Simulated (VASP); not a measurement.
Wanted: the native input for a VASP 6.6.1 run.

```
Task                   : relaxation of cell and atoms
Functional             : r2SCAN
Potentials or basis    : VASP PAW PBE potentials, release 64 (Ta_pv)
Cutoff                 : 600 eV
k mesh                 : 16 × 16 × 16
Occupations            : methfessel-paxton, width 0.1 eV
Spin                   : no spin polarisation
Further INCAR settings : ALGO = Normal; EDIFF = 1e-06; IBRION = 2; EDIFFG = -0.01; NSW = 90; ISIF = 3
```

The structure of Ta lies in POSCAR:

```
Ta
1.0
   -1.6512800000      1.6512800000      1.6512800000
    1.6512800000     -1.6512800000      1.6512800000
    1.6512800000      1.6512800000     -1.6512800000
Ta
1
Direct
    0.0000000000      0.0000000000      0.0000000000
```

One way to write it, as run:

INCAR

```
SYSTEM = Ta
PREC = Accurate ; ENCUT = 600
EDIFF = 1E-6 ; ISMEAR = 1
SIGMA = 0.1 ; LREAL = .False.
LASPH = .True. ; NELM = 80
ALGO = Normal ; ISIF = 3
LWAVE = .False. ; LCHARG = .False.
METAGGA = R2SCAN ; LMIXTAU = .True.
IBRION = 2 ; NSW = 90
EDIFFG = -0.01
```

KPOINTS

```
Automatic mesh
0
Gamma
  16 16 16
  0 0 0
```

Potentials or basis: VASP PAW PBE potentials, release 64 (Ta_pv).

Launch:

```sh
$ cat potpaw_PBE.64/Ta_pv/POTCAR > POTCAR
$ mpirun -np 1 vasp_std > vasp.out
```

It gave:

| Item | Value |
| --- | --- |
| Relaxed volume | 18.14 Å³/atom |
| Relaxed cell | a = 2.867 Å, b = 2.867 Å, c = 2.867 Å, α = 109.47°, β = 109.47°, γ = 109.47° |
| Space group after relaxing (to 0.05 Å) | Im-3m (No. 229) |
| Energy gained by relaxing | 0.6 meV/atom |
| Ionic steps | 3 |
| Pressure after relaxing | 0.0 GPa |
| Band gap on the k mesh | none (metal or under the smearing width) |

Caveat: the PAW data sets were made with another functional, which shifts forces and pressure a little.

Run time: 3.3 min on 1 thread of Intel(R) Xeon(R) Platinum 8488C (Sapphire Rapids), on a shared host, peak memory 0.19 GiB.
